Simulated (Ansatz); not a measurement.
# GaP (F-43m) in Ansatz: settings compared

The runs below take GaP through band structure, with PBEsol, PBE.

Program: Ansatz 0.2.0. These are calculated values, not measurements. Logs are shortened: lines on timing, memory, paths and dates and some standing lists are left out, and cuts for length are marked.

**The experiment to reproduce.**

“Stacking defects in GaP nanowires: Electronic structure and optical properties”, 2018, arxiv:1810.01194 quotes, for a bulk crystal of GaP at 10 K: band gap 2.34 eV (indirect).

How close the calculation comes is told below.

## Step 1: The structure

It takes space group F-43m (No. 216, cubic). Conventional cell: a = 5.451 Å, b = 5.451 Å, c = 5.451 Å, α = 90.00°, β = 90.00°, γ = 90.00°. Ga (site symmetry -43m) is surrounded by 4 P at 2.36 Å. P (site symmetry -43m) has 4 Ga at 2.36 Å as nearest neighbours.

## Step 2: Band structure, PBEsol

Contents of input.yaml:

```yaml
crystal:
  lattice:
    - [0.0, 2.72525, 2.72525]
    - [2.72525, 0.0, 2.72525]
    - [2.72525, 2.72525, 0.0]
  atoms:
    - { symbol: Ga, position: [0.0, 0.0, 0.0] }
    - { symbol: P, position: [0.75, 0.75, 0.75] }
kpoints:
  mp_grid: { grid: [6, 6, 6] }
  band_path:
    path:
      - [0.0, 0.0, 0.0]
      - [0.5, 0.0, 0.5]
      - [0.5, 0.25, 0.75]
      - [0.375, 0.375, 0.75]
      - [0.0, 0.0, 0.0]
      - [0.5, 0.5, 0.5]
      - [0.625, 0.25, 0.625]
      - [0.5, 0.25, 0.75]
    npoints: 8
scf:
  occupations: { method: fermi_dirac, width: 0.05 }
hamiltonian:
  xc: pbesol
  pseudopotentials: { kind: all_electron, lapw: { basis_error: 0.001 } }
output:
  forces: true
  stress: true
  eigenvalues: true
```

Potentials or basis: all-electron LAPW, scalar-relativistic.

Run with:

```bash
ansatz run input.yaml --threads 1 --pin off --max-ram 3072MiB --backend cpu --events-out ev --progress --plain --runs-dir out
```

The log of the run:

```text
Warning: RAYON_NUM_THREADS=1 ignored (pool sized by the plan → 1); use --threads N
LAPW: plane waves up to 8.544 Å⁻¹, error target 1.0e-3 eV per atom; small_component_spin mean_spin; P in spheres of 1.060 Å, 13 of its electrons in bands, Dirac shells []; Ga in spheres of 1.300 Å, 21 of its electrons in bands, Dirac shells [] (how accurate: hamiltonian.pseudopotentials.lapw.basis_error, Limitations)
Engine: ansatz 0.2.0, x86_64-unknown-linux-gnu
Pseudopotentials: kind: all_electron
Pseudopotential: Ga, LAPW, valence charge 21, lapw/all_electron/scalar/gaussian/Ga, Koelling and Harmon's equation, gaussian nucleus
Pseudopotential: P, LAPW, valence charge 13, lapw/all_electron/scalar/gaussian/P, Koelling and Harmon's equation, gaussian nucleus
Functional definition: PBEsol
  exchange = pbesol_x
  correlation = pbesol_c
Crystal: 2 atoms, lattice volume = 40.481 Å³
Basis set: ecut = 278.11016406239986 eV, 411 PW (Γ), exchange–correlation at level 2
Bands: 21, of which v1, the nominal top of the filled ones, is band 17 counted from 1 (16 counted from 0)
Symmetry: 24 space group operations
Space group: F-43m (ITA 216), of the structure as read, at distance tolerance 3.4e-5 Å
k-points: 16 of 216 (time reversal used)
Non-local potential: Ga, projectors of the file, none
Non-local potential: P, projectors of the file, none
Initial density: superposition of atomic densities (chi_scale 0.1, normalization cell, long waves kept (reshape's long-wave potential 0.00 eV rms))
Initial wavefunctions: plane waves of lowest kinetic energy (no species holds an atomic orbital)
Functional: x = pbesol(κ = 0.804, μ = 0.12345679012345678), c = pbesol(β = 0.046)
iter 1 solved again at ethr=2.27e-3 eV; its pass at ethr=1.00e-1 eV (dr2=7.71e-1 eV) is discarded
SCF iter   1: F=—  HF=-62154.478588 eV  |F-HF|=—  |Δ(HF+E_count)|=         —  Δρ=3.78e-2  dr2=7.72e-1  ethr=2.27e-3  ⟨swp⟩=2.0  Hψ=2282  notcnv=0
preconditioner: auto → none  [insulator: Δε(μ)=1.963 eV  Ē_g=14.961 eV  σ=0.050 eV  W_gap=1.00  n_scr=14 (ndim 8)  ℏωp=24.8 eV  f_vac=0.017  D(μ)=0.00/eV (n_scr^D=0)  ε∞_Penn≈3.7]
iter 2 solved again at ethr=2.20e-4 eV; its pass at ethr=2.27e-3 eV (dr2=7.47e-2 eV) is discarded
SCF iter   2: F=—  HF=-62154.227327 eV  |F-HF|=—  |Δ(HF+E_count)|=   2.51e-1  Δρ=1.49e-2  dr2=7.46e-2  ethr=2.20e-4  ⟨swp⟩=2.0  Hψ=1731  notcnv=0
SCF iter   3: F=—  HF=-62154.199015 eV  |F-HF|=—  |Δ(HF+E_count)|=   2.83e-2  Δρ=6.69e-3  dr2=1.38e-2  ethr=2.19e-4  ⟨swp⟩=2.0  Hψ=981  notcnv=0
SCF iter   4: F=—  HF=-62154.193545 eV  |F-HF|=—  |Δ(HF+E_count)|=         —  Δρ=2.04e-3  dr2=1.57e-3  ethr=4.05e-5  ⟨swp⟩=2.0  Hψ=917  notcnv=0
the basis was enlarged: its passes take 187.5 KiB over the memory plan, 1 of 1 planned eigensolver slots
SCF iter   5: F=—  HF=-62154.192758 eV  |F-HF|=—  |Δ(HF+E_count)|=   7.87e-4  Δρ=3.02e-4  dr2=2.44e-5  ethr=4.61e-6  ⟨swp⟩=2.0  Hψ=917  notcnv=0
SCF iter   6: F=—  HF=-62154.192771 eV  |F-HF|=—  |Δ(HF+E_count)|=   1.31e-5  Δρ=3.90e-5  dr2=3.93e-7  ethr=7.19e-8  ⟨swp⟩=3.0  Hψ=969  notcnv=0
SCF iter   7: F=-62154.192771 eV  HF=-62154.192771 eV  |F-HF|=2.02e-9  |Δ(HF+E_count)|=   5.88e-7  Δρ=3.22e-6  dr2=5.88e-9  ethr=1.16e-9  ⟨swp⟩=3.0  Hψ=972  notcnv=0
SCF 1 converged in 7 iterations: F = -62154.192771 eV  dr2 = 5.88e-9
NSCF: frozen V_eff on 57 k-points
SCF converged after 7 iterations
Free energy (F): -62154.192771 eV
Harris-Foulkes:  -62154.192771 eV  (|F-HF|=2.02e-9)
Internal energy: -62154.192771 eV  (E = F + TS)
E sigma→0 (E₀):  -62154.192771 eV
Entropy (-TS):   -0.000000 eV (-0.000 meV/atom)
Fermi energy:    9.194273 eV
--- Per-component energies (eV) ---
  E_band       = -1791.764895
  E_kinetic    = 63218.707889
  E_xc         = -2634.861786
  E_electrostatic = -122738.038874  (all electrons and nuclei)
  E_smearing   = -0.000000  (= −TS)
  E_closure    = 0.000000  (closes the sum)
  E_atoms      = -62144.310062  (free atoms, spherical and without spin; not in F)
  Σ components = -62154.192771   (vs F -62154.192771, Δ=0.00e0)
  Basis errors (estimates in eV, not in F): energy 4.5e-4 per atom: plane waves 4.0e-4 (2.4e-4 summed), levels above the bands 6.4e-60, relativity 1.4e-8, radial functions 4.6e-5, core shells 4.7e-11; eigenvalues (radial functions only) 8.7e-7; not estimated: angular momenta, meshes, grids; target (lapw.basis_error) 1.0e-3; muffin-tin radii P 1.060 Å, Ga 1.300 Å
--- Forces (eV/Å), atoms counted from 1 ---
  atom   1  Ga     0.00000000    -0.00000000    -0.00000000
  atom   2  P     -0.00000000     0.00000000     0.00000000
  max |Σ_I F_I| component: 1.73e-17 eV/Å
--- Stress (GPa, compression-positive) ---
       -0.541580       0.000000      -0.000000
        0.000000      -0.541580       0.000000
       -0.000000       0.000000      -0.541580
  P = ⅓ Tr σ = -0.5416 GPa (-5.416 kbar)
--- Band table (eV; the first three rows and the last of 16) ---
  k-point 0: bands = ["-158.9332", "-134.5457", "-109.6692", "-109.6692", "-109.6692", "-85.4478", "-85.4478", "-85.4478", "-6.1024", "-6.1024", "-6.1024", "-6.0028", "-6.0028", "-4.0728", "8.4489", "8.4489", "8.4489", "10.1932", "12.2658", "12.2658", "12.2658"]
  k-point 1: bands = ["-158.9332", "-134.5457", "-109.6692", "-109.6692", "-109.6692", "-85.4478", "-85.4478", "-85.4478", "-6.1255", "-6.0945", "-6.0945", "-6.0027", "-6.0027", "-3.7145", "6.0322", "8.0725", "8.0725", "10.7858", "12.8188", "12.8188", "13.3908"]
  k-point 2: bands = ["-158.9332", "-134.5457", "-109.6692", "-109.6692", "-109.6692", "-85.4478", "-85.4478", "-85.4478", "-6.1661", "-6.0819", "-6.0819", "-5.9991", "-5.9991", "-2.7592", "3.1951", "7.5324", "7.5324", "10.2587", "13.1877", "13.1877", "15.9236"]
  k-point 15: bands = ["-158.9332", "-134.5457", "-109.6692", "-109.6692", "-109.6692", "-85.4479", "-85.4478", "-85.4478", "-6.2064", "-6.0563", "-6.0421", "-6.0235", "-5.9895", "-1.0021", "1.7949", "5.0254", "5.1345", "11.8112", "12.0175", "15.9114", "15.9358"]
```

Wall time 21 s (1 thread of Intel Xeon at 2.50GHz (Skylake/Cascade Lake), shared host); peak memory 0.26 GiB.

Results:

```yaml
Free_energy: -62154.1928 eV
Pressure: -0.5 GPa
Band_gap_on_the_k_mesh: 1.51 eV, indirect (least direct gap 1.74 eV)
Band_gap_along_the_path: 1.46 eV, indirect (least direct gap 1.74 eV)
```

Levels at the corners of the path, in eV from the valence-band top:
```
point  band 14  band 15  band 16  band 17  band 18  band 19  band 20  band 21
    Γ   -12.52     0.00     0.00     0.00     1.74     3.82     3.82     3.82
    X    -9.52    -6.81    -2.71    -2.71     1.51     1.71    10.52    10.52
    W    -9.43    -6.60    -3.63    -3.48     4.59     4.83     6.01     6.02
    K    -9.56    -6.59    -4.00    -2.28     2.07     4.72     8.16     8.18
    Γ   -12.52     0.00     0.00     0.00     1.74     3.82     3.82     3.82
    L   -10.43    -6.69    -1.13    -1.13     1.58     4.64     4.64     8.08
    U    -9.56    -6.59    -4.00    -2.28     2.07     4.72     8.16     8.18
    W    -9.43    -6.60    -3.63    -3.48     4.59     4.83     6.01     6.02
```

## Step 3: Band structure, PBEsol, spin-orbit coupling, no magnetisation

input.yaml: that of step 2 with these lines changed.

```diff
@@ -26,2 +26,5 @@
   pseudopotentials: { kind: all_electron, lapw: { basis_error: 0.001 } }
+magnetization:
+  noncollinear: true
+  spin_orbit: true
 output:
```

Potentials or basis: all-electron LAPW, relativistic spinors.

Run with:

```bash
ansatz run input.yaml --threads 1 --pin off --max-ram 3072MiB --backend cpu --events-out ev --progress --plain --runs-dir out
```

Wall time 97 s (1 thread of Intel Xeon at 2.50GHz (Skylake/Cascade Lake), shared host); peak memory 0.4 GiB.

Results (log left out):

```yaml
Free_energy: -62156.4187 eV
Pressure: -0.6 GPa
Band_gap_on_the_k_mesh: 1.48 eV, indirect (least direct gap 1.72 eV)
Band_gap_along_the_path: 1.44 eV, indirect (least direct gap 1.72 eV)
```

Levels at the corners of the path, in eV from the valence-band top:
```tsv
point	band 31	band 32	band 33	band 34	band 35	band 36	band 37	band 38
Γ	0.00	0.00	0.00	0.00	1.72	1.72	3.68	3.68
X	-2.75	-2.75	-2.73	-2.73	1.48	1.48	1.69	1.69
W	-3.67	-3.65	-3.53	-3.48	4.56	4.57	4.78	4.81
K	-4.04	-4.01	-2.31	-2.31	2.04	2.04	4.68	4.69
Γ	0.00	0.00	0.00	0.00	1.72	1.72	3.68	3.68
L	-1.19	-1.19	-1.12	-1.12	1.55	1.55	4.58	4.58
U	-4.04	-4.01	-2.31	-2.31	2.04	2.04	4.68	4.69
W	-3.67	-3.65	-3.53	-3.48	4.56	4.57	4.78	4.81
```

## Step 4: Band structure, PBE

input.yaml: that of step 3 with these lines changed.

```diff
@@ -20,3 +20,3 @@
       - [0.5, 0.25, 0.75]
-    npoints: 8
+    npoints: 10
 scf:
@@ -24,7 +24,4 @@
 hamiltonian:
-  xc: pbesol
+  xc: pbe
   pseudopotentials: { kind: all_electron, lapw: { basis_error: 0.001 } }
-magnetization:
-  noncollinear: true
-  spin_orbit: true
 output:
```

Potentials or basis: all-electron LAPW, scalar-relativistic.

Run with:

```bash
ansatz run input.yaml --threads 1 --pin off --max-ram 3072MiB --backend cpu --events-out ev --progress --plain --runs-dir out
```

The log of the run:

```text
Warning: RAYON_NUM_THREADS=1 ignored (pool sized by the plan → 1); use --threads N
LAPW: plane waves up to 8.540 Å⁻¹, error target 1.0e-3 eV per atom; small_component_spin mean_spin; P in spheres of 1.060 Å, 13 of its electrons in bands, Dirac shells []; Ga in spheres of 1.300 Å, 21 of its electrons in bands, Dirac shells [] (how accurate: hamiltonian.pseudopotentials.lapw.basis_error, Limitations)
[... 4 set-up lines as earlier in the session ...]
Functional definition: PBE
  parameter kappa = 0.804
  parameter beta = 0.06672455060314922
  exchange = pbe_x(kappa = kappa, mu = beta*pi^2/3)
  correlation = pbe_c(beta = beta)
Crystal: 2 atoms, lattice volume = 40.481 Å³
Basis set: ecut = 277.8989088076663 eV, 411 PW (Γ), exchange–correlation at level 2
Bands: 21, of which v1, the nominal top of the filled ones, is band 17 counted from 1 (16 counted from 0)
[... 2 set-up lines as earlier in the session ...]
k-points: 16 of 216 (time reversal used)
[... 4 set-up lines as earlier in the session ...]
Functional: x = pbe(κ = 0.804, μ = 0.2195149727645171), c = pbe(β = 0.06672455060314922)
iter 1 solved again at ethr=2.51e-3 eV; its pass at ethr=1.00e-1 eV (dr2=8.52e-1 eV) is discarded
SCF iter   1: F=—  HF=-62209.929760 eV  |F-HF|=—  |Δ(HF+E_count)|=         —  Δρ=3.90e-2  dr2=8.54e-1  ethr=2.51e-3  ⟨swp⟩=2.0  Hψ=2285  notcnv=0
preconditioner: auto → none  [insulator: Δε(μ)=2.034 eV  Ē_g=15.009 eV  σ=0.050 eV  W_gap=1.00  n_scr=14 (ndim 8)  ℏωp=24.8 eV  f_vac=0.017  D(μ)=0.00/eV (n_scr^D=0)  ε∞_Penn≈3.7]
iter 2 solved again at ethr=2.39e-4 eV; its pass at ethr=2.51e-3 eV (dr2=8.14e-2 eV) is discarded
SCF iter   2: F=—  HF=-62209.684731 eV  |F-HF|=—  |Δ(HF+E_count)|=   2.45e-1  Δρ=1.54e-2  dr2=8.13e-2  ethr=2.39e-4  ⟨swp⟩=2.0  Hψ=1731  notcnv=0
SCF iter   3: F=—  HF=-62209.663109 eV  |F-HF|=—  |Δ(HF+E_count)|=   2.16e-2  Δρ=7.04e-3  dr2=1.59e-2  ethr=2.39e-4  ⟨swp⟩=2.0  Hψ=981  notcnv=0
SCF iter   4: F=—  HF=-62209.659900 eV  |F-HF|=—  |Δ(HF+E_count)|=         —  Δρ=1.89e-3  dr2=1.32e-3  ethr=4.67e-5  ⟨swp⟩=2.0  Hψ=928  notcnv=0
the basis was enlarged: its passes take 254.7 KiB over the memory plan, 1 of 1 planned eigensolver slots
SCF iter   5: F=—  HF=-62209.659245 eV  |F-HF|=—  |Δ(HF+E_count)|=   6.54e-4  Δρ=2.96e-4  dr2=2.26e-5  ethr=3.88e-6  ⟨swp⟩=2.1  Hψ=925  notcnv=0
SCF iter   6: F=—  HF=-62209.659287 eV  |F-HF|=—  |Δ(HF+E_count)|=   4.14e-5  Δρ=4.55e-5  dr2=5.62e-7  ethr=6.63e-8  ⟨swp⟩=3.0  Hψ=981  notcnv=0
SCF iter   7: F=-62209.659288 eV  HF=-62209.659288 eV  |F-HF|=1.13e-8  |Δ(HF+E_count)|=   1.40e-6  Δρ=4.45e-6  dr2=9.88e-9  ethr=1.65e-9  ⟨swp⟩=3.0  Hψ=981  notcnv=0
SCF 1 converged in 7 iterations: F = -62209.659288 eV  dr2 = 9.88e-9
NSCF: frozen V_eff on 71 k-points
SCF converged after 7 iterations
Free energy (F): -62209.659288 eV
Harris-Foulkes:  -62209.659288 eV  (|F-HF|=1.13e-8)
Internal energy: -62209.659288 eV  (E = F + TS)
E sigma→0 (E₀):  -62209.659288 eV
Fermi energy:    9.342483 eV
--- Per-component energies (eV) ---
  E_band       = -1791.373343
  E_kinetic    = 63284.593821
  E_xc         = -2691.918007
  E_electrostatic = -122802.335103  (all electrons and nuclei)
  E_smearing   = -0.000000  (= −TS)
  E_closure    = 0.000000  (closes the sum)
  E_atoms      = -62200.568823  (free atoms, spherical and without spin; not in F)
  Σ components = -62209.659288   (vs F -62209.659288, Δ=0.00e0)
  Basis errors (estimates in eV, not in F): energy 4.4e-4 per atom: plane waves 4.1e-4 (2.4e-4 summed), levels above the bands 2.4e-60, relativity 2.1e-8, radial functions 3.3e-5, core shells 1.7e-11; eigenvalues (radial functions only) 8.7e-7; not estimated: angular momenta, meshes, grids; target (lapw.basis_error) 1.0e-3; muffin-tin radii P 1.060 Å, Ga 1.300 Å
--- Forces (eV/Å), atoms counted from 1 ---
  atom   1  Ga     0.00000000    -0.00000000    -0.00000000
  atom   2  P     -0.00000000     0.00000000     0.00000000
  max |Σ_I F_I| component: 2.54e-17 eV/Å
--- Stress (GPa, compression-positive) ---
        2.509905       0.000000      -0.000000
        0.000000       2.509905       0.000000
       -0.000000       0.000000       2.509905
  P = ⅓ Tr σ = 2.5099 GPa (25.099 kbar)
--- Band table (eV; the first three rows and the last of 16) ---
  k-point 0: bands = ["-159.2001", "-134.8013", "-109.6748", "-109.6748", "-109.6748", "-85.5327", "-85.5327", "-85.5327", "-5.9967", "-5.9967", "-5.9967", "-5.8979", "-5.8979", "-3.9575", "8.5356", "8.5356", "8.5356", "10.3647", "12.4199", "12.4199", "12.4199"]
  k-point 1: bands = ["-159.2001", "-134.8013", "-109.6748", "-109.6748", "-109.6748", "-85.5327", "-85.5327", "-85.5327", "-6.0200", "-5.9888", "-5.9888", "-5.8978", "-5.8978", "-3.6009", "6.1492", "8.1647", "8.1647", "10.9511", "12.9683", "12.9683", "13.5627"]
  k-point 2: bands = ["-159.2001", "-134.8013", "-109.6748", "-109.6748", "-109.6748", "-85.5328", "-85.5327", "-85.5327", "-6.0609", "-5.9763", "-5.9763", "-5.8942", "-5.8942", "-2.6531", "3.3288", "7.6289", "7.6289", "10.4358", "13.3447", "13.3447", "16.1346"]
  k-point 15: bands = ["-159.2001", "-134.8013", "-109.6748", "-109.6748", "-109.6748", "-85.5328", "-85.5327", "-85.5327", "-6.1016", "-5.9506", "-5.9367", "-5.9181", "-5.8847", "-0.9209", "1.9297", "5.1607", "5.2731", "12.0128", "12.1836", "16.0847", "16.1083"]
```

Run time: 22 s. Hardware: 1 thread of Intel Xeon at 2.50GHz (Skylake/Cascade Lake), shared host; peak memory 0.27 GiB.

What came out:

```
Free energy             : -62209.6593 eV
Pressure                : 2.5 GPa
Band gap on the k mesh  : 1.65 eV, indirect (least direct gap 1.83 eV)
Band gap along the path : 1.60 eV, indirect (least direct gap 1.83 eV)
```

Levels at the corners of the path, in eV from the valence-band top:
| point | band 15 | band 16 | band 17 | band 18 | band 19 | band 20 |
| --- | --- | --- | --- | --- | --- | --- |
| Γ | 0.00 | 0.00 | 0.00 | 1.83 | 3.88 | 3.88 |
| X | -6.76 | -2.68 | -2.68 | 1.65 | 1.82 | 10.58 |
| W | -6.55 | -3.58 | -3.42 | 4.70 | 4.86 | 6.10 |
| K | -6.55 | -3.94 | -2.25 | 2.19 | 4.80 | 8.23 |
| Γ | 0.00 | 0.00 | 0.00 | 1.83 | 3.88 | 3.88 |
| L | -6.63 | -1.12 | -1.12 | 1.67 | 4.71 | 4.71 |
| U | -6.55 | -3.94 | -2.25 | 2.19 | 4.80 | 8.23 |
| W | -6.55 | -3.58 | -3.42 | 4.70 | 4.86 | 6.10 |

## Step 5: Band structure, PBE, spin-orbit coupling, no magnetisation

input.yaml: that of step 4 with these lines changed.

```diff
@@ -26,2 +26,5 @@
   pseudopotentials: { kind: all_electron, lapw: { basis_error: 0.001 } }
+magnetization:
+  noncollinear: true
+  spin_orbit: true
 output:
```

Potentials or basis: all-electron LAPW, relativistic spinors.

Run with:

```bash
ansatz run input.yaml --threads 1 --pin off --max-ram 3072MiB --backend cpu --events-out ev --progress --plain --runs-dir out
```

It took 84 s on 1 thread of Intel Xeon at 2.50GHz (Skylake/Cascade Lake), shared host; peak memory 0.4 GiB.

The run converged. Its results:

- Free energy: -62211.8887 eV
- Pressure: 2.5 GPa
- Band gap on the k mesh: 1.62 eV, indirect (least direct gap 1.80 eV)
- Band gap along the path: 1.57 eV, indirect (least direct gap 1.80 eV)

Levels at the corners of the path, in eV from the valence-band top:
| point | band 30 | band 31 | band 32 | band 33 | band 34 | band 35 | band 36 | band 37 | band 38 | band 39 |
| --- | --- | --- | --- | --- | --- | --- | --- | --- | --- | --- |
| Γ | -0.08 | 0.00 | 0.00 | 0.00 | 0.00 | 1.80 | 1.80 | 3.74 | 3.74 | 3.91 |
| X | -6.78 | -2.72 | -2.72 | -2.70 | -2.70 | 1.62 | 1.62 | 1.80 | 1.80 | 10.50 |
| W | -6.57 | -3.61 | -3.59 | -3.47 | -3.42 | 4.67 | 4.67 | 4.82 | 4.85 | 6.01 |
| K | -6.57 | -3.98 | -3.95 | -2.28 | -2.28 | 2.16 | 2.16 | 4.77 | 4.77 | 8.18 |
| Γ | -0.08 | 0.00 | 0.00 | 0.00 | 0.00 | 1.80 | 1.80 | 3.74 | 3.74 | 3.91 |
| L | -6.66 | -1.18 | -1.18 | -1.11 | -1.11 | 1.65 | 1.65 | 4.65 | 4.65 | 4.72 |
| U | -6.57 | -3.98 | -3.95 | -2.28 | -2.28 | 2.16 | 2.16 | 4.77 | 4.77 | 8.18 |
| W | -6.57 | -3.61 | -3.59 | -3.47 | -3.42 | 4.67 | 4.67 | 4.82 | 4.85 | 6.01 |

## Step 6: Overview

| level | potentials or basis | spin | gap on the mesh (eV) | pressure (GPa) |
| --- | --- | --- | --- | --- |
| PBEsol | all-electron LAPW, scalar-relativistic | off | 1.51 | -0.5 |
| PBEsol | all-electron LAPW, relativistic spinors | SOC, no magnetisation | 1.48 | -0.6 |
| PBE | all-electron LAPW, scalar-relativistic | off | 1.65 | 2.5 |
| PBE | all-electron LAPW, relativistic spinors | SOC, no magnetisation | 1.62 | 2.5 |

Alike in all rows: task band structure; cell as given; k mesh 6 × 6 × 6; cutoff (eV) 278; smearing fermi-dirac 0.05 eV; basis error allowed 0.001 eV/atom.

Compare energies only between runs with the same functional and basis.

## Step 7: How close it comes

Step 2. A measured gap of GaP is 2.34 eV (indirect; 10 K; quoted in “Stacking defects in GaP nanowires: Electronic structure and optical properties”, 2018, arxiv:1810.01194); the calculated 1.46 eV misses it by -0.88 eV. Spin-orbit coupling on Ga is left out. The value is that of PBEsol, without temperature or zero-point motion. Semilocal functionals fall short of measured gaps as a rule.

Step 3. A measured gap of GaP is 2.34 eV (indirect; 10 K; quoted in “Stacking defects in GaP nanowires: Electronic structure and optical properties”, 2018, arxiv:1810.01194); the calculated 1.44 eV misses it by -0.90 eV. The value is that of PBEsol, without temperature or zero-point motion. Semilocal functionals fall short of measured gaps as a rule.

Step 4. A measured gap of GaP is 2.34 eV (indirect; 10 K; quoted in “Stacking defects in GaP nanowires: Electronic structure and optical properties”, 2018, arxiv:1810.01194); the calculated 1.60 eV misses it by -0.74 eV. Spin-orbit coupling on Ga is left out. The value is that of PBE, without temperature or zero-point motion. Semilocal functionals fall short of measured gaps as a rule.

Step 5. Against the measured gap of GaP, 2.34 eV (indirect; 10 K; quoted in “Stacking defects in GaP nanowires: Electronic structure and optical properties”, 2018, arxiv:1810.01194), the calculated 1.57 eV is off by -0.77 eV. The value is that of PBE, without temperature or zero-point motion. Semilocal functionals fall short of measured gaps as a rule.
